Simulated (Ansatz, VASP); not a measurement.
## Two plane-wave programs on NaCl

```
Na Cl
1.0
     3.22201    0.00000    0.00000
     0.00000    3.22201    0.00000
     0.00000    0.00000    3.50219
Na Cl
1 1
Direct
  0.00000 0.00000 0.00000
  0.50000 0.50000 0.50000
```

Change from the starting cell: strain -0.080 along x and y, +0.000 along z, atoms carried along.

Alike in both runs: task single point; functional LDA; k mesh 6 × 6 × 6; occupations gaussian, width 0.05 eV; no spin polarisation.

|  | VASP | Ansatz |
| --- | --- | --- |
| version | VASP 6.6.1 | Ansatz 0.2.0 |
| potentials or method | VASP PAW LDA potentials, release 64 (Na_pv, Cl) | scalar-relativistic, plane waves, PAW |
| plane-wave cutoff (eV) | 520 | 420 |
| valence electrons in the cell | 14 | 16 |

Ansatz gave:

- gap on the k mesh at the Fermi level (eV): 3.83
- least direct gap on the mesh (eV): 4.42
- pressure (GPa): 2.2
- largest component of the traceless stress (GPa): 5.40

Which values does VASP return?

gap on the k mesh at the Fermi level (eV): 3.84; least direct gap on the mesh (eV): 4.43; pressure (GPa): 2.2; largest component of the traceless stress (GPa): 5.40.

The two sets of potentials don't hold the same shells in valence.

A k mesh can miss the band edges.
